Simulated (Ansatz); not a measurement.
Runs of Ansatz 0.2.0 on Sb. Symmetry: Fm-3m, No. 225, cubic system. Conventional cell: a = 4.742 Å, b = 4.742 Å, c = 4.742 Å, α = 90.00°, β = 90.00°, γ = 90.00°. Around Sb (site symmetry m-3m) lie 12 Sb at 3.35 Å. This isn't the form of Sb at room conditions, which is rhombohedral.

```csv
task,level,spin,cell,k mesh,smearing,points for each segment of the path,gap on the mesh (eV),pressure (GPa),relaxed volume (Å³/atom)
band structure,BLYP,off,as given,10 × 10 × 10,fermi-dirac 0.05 eV,14,none,7.7,-
relaxation of cell and atoms,revPBE,off,relaxed,10 × 10 × 10,fermi-dirac 0.05 eV,-,none,0.0,27.96
band structure,PBEsol,"SOC, no magnetisation",as given,7 × 7 × 7,fermi-dirac 0.05 eV,14,none,-1.4,-
single point,PBE,off,as given,10 × 10 × 10,gaussian 0.021 eV,-,none,2.0,-
single point,PBE,off,as given,10 × 10 × 10,gaussian 0.013 eV,-,none,2.0,-
single point,PBE,off,as given,10 × 10 × 10,gaussian 0.019 eV,-,none,2.0,-
single point,PBE,off,as given,10 × 10 × 10,gaussian 0.023 eV,-,none,2.0,-
single point,PBE,off,as given,10 × 10 × 10,gaussian 0.018 eV,-,none,2.0,-
single point,PBE,off,as given,10 × 10 × 10,gaussian 0.012 eV,-,none,2.0,-
single point,PBE,off,as given,10 × 10 × 10,gaussian 0.024 eV,-,none,2.0,-
relaxation of cell and atoms,BLYP,off,relaxed,10 × 10 × 10,fermi-dirac 0.05 eV,-,none,0.0,(a)
single point,PBE,off,as given,10 × 10 × 10,gaussian 0.022 eV,-,none,2.0,-
```

Alike in all rows: potentials or basis Ansatz PAW; cutoff (eV) 420.

Problem. Estimate the missing entries.

Solution. (a) 30.28.

Caveats: the PAW data sets come from PBE, with cores solved anew for the run's functional, which leaves a small shift of forces and pressure (some runs); the plane-wave basis is chosen anew once the cell has moved, so the energies of steps on either side of that aren't comparable (some runs); spin-orbit coupling is left out, which moves the levels of the heavy elements (some runs).

A k mesh can miss the band edges, and rows without SOC leave out spin-orbit coupling on Sb.

A gap of «none» marks a metal or a gap under the smearing width.
